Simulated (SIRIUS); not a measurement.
Runs of SIRIUS 7.10.0 on GaAs. It takes space group Fm-3m (No. 225, cubic). The conventional cell has a = 5.392 Å, b = 5.392 Å, c = 5.392 Å, α = 90.00°, β = 90.00°, γ = 90.00°. Ga (site symmetry m-3m) is surrounded by 6 As at 2.70 Å. As (site symmetry m-3m) is surrounded by 6 Ga at 2.70 Å. The cell was built by a generator and needn't be a form met in nature.

| potentials or basis | cutoff (eV) | radial cutoff for the potentials' integrals | gap on the mesh (eV) | pressure (GPa) |
| --- | --- | --- | --- | --- |
| GBRV 1.5 PBE (ultrasoft) | 557 | - | none | (a) |
| JTH 2.0 PBE (PAW) | 557 | - | none | 0.1 |
| SG15 1.2 PBE (norm-conserving) | 1152 | 6.5 bohr | none | 0.1 |
| SPMS 1.0 PBE (norm-conserving) | 1152 | 6.5 bohr | none | 0.2 |
| PseudoDojo 0.4.1 PBE standard (scalar relativistic) | 1152 | 6.5 bohr | none | 0.1 |
| PseudoDojo 0.5 PBE standard (scalar relativistic) | 1152 | 6.5 bohr | none | 0.1 |
| in-house norm-conserving set, PBE (scalar relativistic) | 1152 | 6.5 bohr | none | 0.0 |

Alike in all rows: task single point; level PBE; no spin polarisation; cell as given; k mesh 9 × 9 × 9; smearing fermi-dirac 0.05 eV.

Question: Fill in the values left out.

Answer: (a) -0.3.

A k mesh can miss the band edges, and the runs leave out spin-orbit coupling on As, Ga.

A gap of «none» marks a metal or a gap under the smearing width.

The runs don't all hold the same shells in valence.
